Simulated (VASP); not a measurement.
Set up this calculation in VASP 6.6.1, as the native input.

| Quantity | Value |
| --- | --- |
| Task | band structure |
| Functional | PBE |
| Potentials or basis | VASP PAW PBE potentials, release 64 (Ta_sv_GW, N_GW) |
| Cutoff | 600 eV |
| k mesh | 10 × 10 × 5 |
| Occupations | fermi-dirac, width 0.05 eV |
| Spin | no spin polarisation |
| Further INCAR settings | ALGO = Normal; EDIFF = 1e-07 |

The structure of TaN lies in POSCAR:

```
TaN
1.0
    2.9217699809      0.0000000000      0.0000000000
   -1.4608849905      2.5303270275      0.0000000000
    0.0000000000      0.0000000000      5.9165150000
Ta N
2 2
Direct
    0.0000000000      0.0000000000      0.5000000000
    0.0000000000      0.0000000000      0.0000000000
    0.3333333333      0.6666666667      0.2500000000
    0.6666666667      0.3333333333      0.7500000000
```

The cell comes from a database or a generator and needn't be the stable form of this composition.

These files were run (other wordings do the same):

INCAR

```
SYSTEM = TaN
PREC = Accurate ; ENCUT = 600
EDIFF = 1E-7 ; ISMEAR = -1
SIGMA = 0.05 ; LREAL = .False.
LASPH = .True. ; NELM = 60
ALGO = Normal ; ISIF = 2
LWAVE = .False. ; LCHARG = .False.
LMAXMIX = 4 ; GGA = PE
```

KPOINTS

```
Automatic mesh
0
Gamma
  10 10 5
  0 0 0
```

KPOINTS_OPT

```
path GMKGALHA,LM,KH
10
line-mode
reciprocal
 0.0000000000  0.0000000000  0.0000000000  G
 0.5000000000  0.0000000000  0.0000000000  M

 0.5000000000  0.0000000000  0.0000000000  M
 0.3333333333  0.3333333333  0.0000000000  K

 0.3333333333  0.3333333333  0.0000000000  K
 0.0000000000  0.0000000000  0.0000000000  G

 0.0000000000  0.0000000000  0.0000000000  G
 0.0000000000  0.0000000000  0.5000000000  A

 0.0000000000  0.0000000000  0.5000000000  A
 0.5000000000  0.0000000000  0.5000000000  L

 0.5000000000  0.0000000000  0.5000000000  L
 0.3333333333  0.3333333333  0.5000000000  H

 0.3333333333  0.3333333333  0.5000000000  H
 0.0000000000  0.0000000000  0.5000000000  A

 0.5000000000  0.0000000000  0.5000000000  L
 0.5000000000  0.0000000000  0.0000000000  M

 0.3333333333  0.3333333333  0.0000000000  K
 0.3333333333  0.3333333333  0.5000000000  H
```

Potentials or basis: VASP PAW PBE potentials, release 64 (Ta_sv_GW, N_GW).

Run with:

```sh
$ cat potpaw_PBE.64/Ta_sv_GW/POTCAR potpaw_PBE.64/N_GW/POTCAR > POTCAR
$ mpirun -np 1 vasp_std > vasp.out
```

Results of the run:

The pressure is -1.0 GPa and the band gap along the path is none (metal or under the smearing width).

Caveat: spin-orbit coupling is left out, which moves the levels of the heavy elements.

Run time: 60 s on 1 thread of Intel(R) Xeon(R) Platinum 8559C (Emerald Rapids), with other jobs on the host, peak memory 0.22 GiB.
